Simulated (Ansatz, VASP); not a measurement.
**One calculation of CaO, two programs**

```
CELL_PARAMETERS angstrom
2.92924 0.02603 0.02603
0.02603 2.92924 0.02603
0.02603 0.02603 2.92924
ATOMIC_POSITIONS crystal
Ca 0.00000 0.00000 0.00000
O 0.50000 0.50000 0.50000
```

Change from the starting cell: shear_111 strain +2.7%.

Alike in both runs: task single point; functional r2SCAN; k mesh 8 × 8 × 8; no spin polarisation.

```csv
,VASP,Ansatz
version,VASP 6.6.1,Ansatz 0.2.0
potentials or method,"VASP PAW PBE potentials, release 64 (Ca_sv, O)","plane waves, PAW"
plane-wave cutoff (eV),520,500
occupations,"gaussian, width 0.01 eV",fixed
valence electrons in the cell,16,16
```

Ansatz gave:

| Quantity | Value |
| --- | --- |
| gap on the k mesh at the Fermi level (eV) | 3.29 |
| pressure (GPa) | -3.0 |
| largest component of the traceless stress (GPa) | 0.26 |

**Question.** Which values does VASP return?

**Answer.** gap on the k mesh at the Fermi level (eV): 3.29; pressure (GPa): -2.0; largest component of the traceless stress (GPa): 0.21.

Caveats: the PAW data sets were made with another functional, which shifts forces and pressure a little (VASP). A k mesh can miss the band edges.
